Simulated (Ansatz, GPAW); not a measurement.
Given: the input of a run of GPAW 26.7.0 (ASE script) on In. This isn't the form of In at room conditions, which is tetragonal.

Contents of run.py:

```python
from ase.dft.bandgap import bandgap
from ase.io import read, write
from ase.units import GPa
from gpaw import GPAW, PW, setup_paths

setup_paths.insert(0, '.')

atoms = read('In.xyz')

calc = GPAW(mode=PW(600),
            xc='PBEsol',
            kpts={'size': (9, 9, 5), 'gamma': True},
            occupations={'name': 'methfessel-paxton', 'order': 0, 'width': 0.02},
            nbands=23,
            convergence={'density': 1e-05, 'energy': 1e-05},
            maxiter=150,
            txt='gpaw.txt')
atoms.calc = calc
energy = atoms.get_potential_energy()
forces = atoms.get_forces()
stress = atoms.get_stress()
calc.write('gs.gpw')
write('result.traj', atoms)
print(f'Energy: {energy:.6f} eV')
print('Forces (eV/A):')
print(forces.round(4))
print('Stress (GPa):', (stress / GPa).round(3))
print('Fermi level:', round(calc.get_fermi_level(), 4), 'eV')
print(f'Gap: {bandgap(calc)[0]:.4f} eV, direct: {bandgap(calc, direct=True)[0]:.4f} eV')
```

File In.xyz:

```xyz
2
Lattice="3.3354847820 0.0000000000 0.0000000000 -1.6677423910 2.8886145552 0.0000000000 0.0000000000 0.0000000000 5.5091429200" Properties=species:S:1:pos:R:3 pbc="T T T"
In     1.6677423912      0.9628715183      4.1318571900
In    -0.0000000002      1.9257430369      1.3772857300
```

Potentials or basis: PAW data sets generated in the run's folder for this functional, pw.

Command:

```sh
$ gpaw-setup -f PBEsol In
$ OMP_NUM_THREADS=1 python run.py
```

**Question.** Set up the same calculation for Ansatz 0.2.0. Potentials or basis there: Ansatz PAW, cutoff 420 eV.

**Answer.** As run (cutoffs and basis follow the program's own potentials, and thresholds, step limits or extra output files can differ):

input.yaml

```yaml
crystal:
  lattice:
    - [3.335484782, 0.0, 0.0]
    - [-1.667742391, 2.8886145552, 0.0]
    - [0.0, 0.0, 5.50914292]
  atoms:
    - { symbol: In, position: [0.6666666667, 0.3333333333, 0.75] }
    - { symbol: In, position: [0.3333333333, 0.6666666667, 0.25] }
hamiltonian:
  xc: pbesol
  pseudopotentials: { kind: paw }
kpoints:
  mp_grid: { grid: [9, 9, 5] }
scf:
  occupations: { method: gaussian, width: 0.02 }
output:
  forces: true
  stress: true
  eigenvalues: true
```

Potentials or basis: Ansatz PAW.

The run is started by

```sh
$ ansatz run input.yaml --threads 2 --pin off --max-ram 5632MiB --backend cpu --events-out ev --progress --plain --runs-dir out
```

Both were run:

|  | GPAW | Ansatz |
| --- | --- | --- |
| Pressure | -1.9 GPa | -1.5 GPa |

Ansatz's pressure holds a Pulay term of +0.04 GPa for its cutoff of 420 eV, which the other run lacks.

Ansatz's potentials were made for PBE.

Where Ansatz's input types no cutoff or centring, it takes its own default and a Γ-centred mesh.

Pressure is positive in compression.
